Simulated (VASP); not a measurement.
**BaS in VASP 6.6.1, single-point calculation**

INCAR

```
LCHARG = .FALSE.
IBRION = -1
LREAL = .FALSE.
LWAVE = .FALSE.
ISMEAR = -1
METAGGA = RSCAN
NELM = 120
PREC = Accurate
NSW = 0
ENCUT = 520
NBANDS = 15
LASPH = .TRUE.
EDIFF = 1E-7
SIGMA = 0.02
ISIF = 2
```

KPOINTS

```
KPOINTS created by Atomic Simulation Environment
0
Gamma
6 6 6
0 0 0
```

POSCAR

```
Ba S
 1.0000000000000000
     0.0000000000000000    3.5194117709000001    3.4616934178999998
     3.5194117709000001    0.0000000000000000    3.4616934178999998
     3.5194117709000001    3.5194117709000001    0.0000000000000000
 Ba  S
   1   1
Cartesian
  0.0000000000000000  0.0000000000000000  0.0000000000000000
  1.7597058854500001  1.7597058854500001  1.7308467089499999
```

The recommended PBE PAW datasets give the neutral cell 16 valence electrons.

Command

```
mpirun -np 1 vasp_std
```

OSZICAR

```
N       E                     dE             d eps       ncg     rms          rms(c)
DAV:   1     0.367580318897E+02    0.36758E+02   -0.65930E+03   900   0.915E+02
DAV:   2    -0.611698405833E+02   -0.97928E+02   -0.88838E+02  1236   0.166E+02
DAV:   3    -0.681196039795E+02   -0.69498E+01   -0.68879E+01  1266   0.485E+01
DAV:   4    -0.682965366258E+02   -0.17693E+00   -0.17688E+00  1222   0.793E+00
DAV:   5    -0.682999939607E+02   -0.34573E-02   -0.34573E-02  1332   0.926E-01    0.534E+00
DAV:   6    -0.637169025101E+02    0.45831E+01   -0.18690E+00  1215   0.856E+00    0.385E+00
DAV:   7    -0.636712147598E+02    0.45688E-01   -0.62178E-01  1194   0.435E+00    0.313E+00
DAV:   8    -0.636914118122E+02   -0.20197E-01   -0.49486E-02  1040   0.153E+00    0.143E+00
DAV:   9    -0.637024303235E+02   -0.11019E-01   -0.18080E-02   914   0.107E+00    0.699E-01
DAV:  10    -0.637023500285E+02    0.80295E-04   -0.50037E-04  1279   0.148E-01    0.348E-01
DAV:  11    -0.637038886144E+02   -0.15386E-02   -0.10979E-03   928   0.258E-01    0.817E-02
DAV:  12    -0.637038166590E+02    0.71955E-04   -0.19577E-04  1173   0.820E-02    0.464E-02
DAV:  13    -0.637038275982E+02   -0.10939E-04   -0.30674E-05  1075   0.296E-02    0.166E-02
DAV:  14    -0.637038251805E+02    0.24176E-05   -0.59578E-06  1208   0.136E-02    0.262E-03
DAV:  15    -0.637038251135E+02    0.67037E-07   -0.28785E-07  1103   0.367E-03
   1 F= -.63703825E+02 E0= -.63703825E+02  d E =-.904718E-11
```

Standard output (part)

```
POSCAR found type information on POSCAR BaS
 POSCAR found :  2 types and       2 ions
 LDA part: xc-table for (None), standard interpolation
 POSCAR, INCAR and KPOINTS ok, starting setup
 WAVECAR not read
 entering main loop
```

From OUTCAR

```
k-points           NKPTS =     30   k-points in BZ     NKDIM =     30   number of bands    NBANDS=     15

   NELECT =      16.0000    total number of electrons

   dimension x,y,z NGX =    40 NGY =   40 NGZ =   40
   dimension x,y,z NGXF=    80 NGYF=   80 NGZF=   80

  energy-cutoff  :      520.00
  volume of cell :       85.75
      direct lattice vectors                 reciprocal lattice vectors
     0.000000000  3.519411771  3.461693418    -0.142069196  0.142069196  0.144437979
     3.519411771  0.000000000  3.461693418     0.142069196 -0.142069196  0.144437979
     3.519411771  3.519411771  0.000000000     0.142069196  0.142069196 -0.144437979

 k-points in reciprocal lattice and weights: KPOINTS created by Atomic Simulation Env
   0.00000000  0.00000000  0.00000000       0.005
   0.16666667  0.00000000  0.00000000       0.037
   0.33333333  0.00000000  0.00000000       0.037
   0.50000000  0.00000000  0.00000000       0.019
   0.16666667  0.16666667  0.00000000       0.009
   0.33333333  0.16666667  0.00000000       0.037
   0.50000000  0.16666667  0.00000000       0.037
  -0.33333333  0.16666667  0.00000000       0.037
   ...

 E-fermi :   0.0560

 k-point     1 :       0.0000    0.0000    0.0000
  band No.  band energies     occupation
      1     -27.1620      2.00000
      2     -11.9301      2.00000
      3     -11.9271      2.00000
      4     -11.9271      2.00000
      5     -10.7773      2.00000
      6      -1.1142      2.00000
      7      -1.1142      2.00000
      8      -1.1057      2.00000
      9       2.6483      0.00000
     10       5.0869      0.00000
     11       5.2096      0.00000
     12       7.0523      0.00000
     13       7.0523      0.00000
     14       7.1938      0.00000
     15      10.2479      0.00000

 k-point     2 :       0.1667    0.0000    0.0000
  band No.  band energies     occupation
      1     -27.1576      2.00000
      2     -12.1871      2.00000
      3     -11.9396      2.00000
      4     -11.9389      2.00000
      5     -10.5127      2.00000
      6      -1.1755      2.00000
      7      -1.0432      2.00000
      8      -1.0334      2.00000
      9       3.2342      0.00000
     10       4.8911      0.00000
     11       4.9809      0.00000
     12       6.7629      0.00000
     13       7.5009      0.00000
     14       7.5735      0.00000
     15       8.7571      0.00000

 k-point     3 :       0.3333    0.0000    0.0000
  band No.  band energies     occupation
      1     -27.1487      2.00000
      2     -12.5389      2.00000
      3     -11.9623      2.00000
      4     -11.9605      2.00000
      5     -10.1587      2.00000
      6      -1.1241      2.00000
      7      -0.9117      2.00000
      8      -0.8935      2.00000
      9       4.1338      0.00000
     10       4.9533      0.00000
     11       4.9960      0.00000
     12       6.1080      0.00000
     13       7.2411      0.00000
     14       7.2610      0.00000
     15       7.7620      0.00000

 ...

  Total        0.4609733      0.4609733      0.4675386      0.0000000      0.0000000      0.0000000
  in kB        8.6124679      8.6124679      8.7351276      0.0000000      0.0000000      0.0000000
  external PRESSURE =       8.6533545 kB  Pullay stress =       0.0000000 kB

 POSITION                                       TOTAL-FORCE (eV/Angst)
 -----------------------------------------------------------------------------------
      0.00000      0.00000      0.00000        -0.000000     -0.000000     -0.000000
      1.75971      1.75971      1.73085         0.000000      0.000000      0.000000
 -----------------------------------------------------------------------------------
    total drift:                                0.000000      0.000000      0.000000

  FREE ENERGIE OF THE ION-ELECTRON SYSTEM (eV)
  ---------------------------------------------------
  free  energy   TOTEN  =       -63.7038251135 eV

  energy  without entropy=      -63.7038251135  energy(sigma->0) =      -63.70382511
```

It converged. Results: gap between bands v and c on the k mesh 3.04 eV; least direct gap on the k mesh 3.63 eV; pressure 0.9 GPa. Band v is the last that the valence electrons fill when counted band by band, and c is the next.

For comparison, a separate PBE run of the intended cell, on usual settings and not on those above, gives a gap of 2.78 eV on its mesh and a pressure of 0.9 GPa.

The run above took about 2.4 min on one core of a shared host (Intel Xeon Platinum 8488C) and held 0.26 GiB at most.
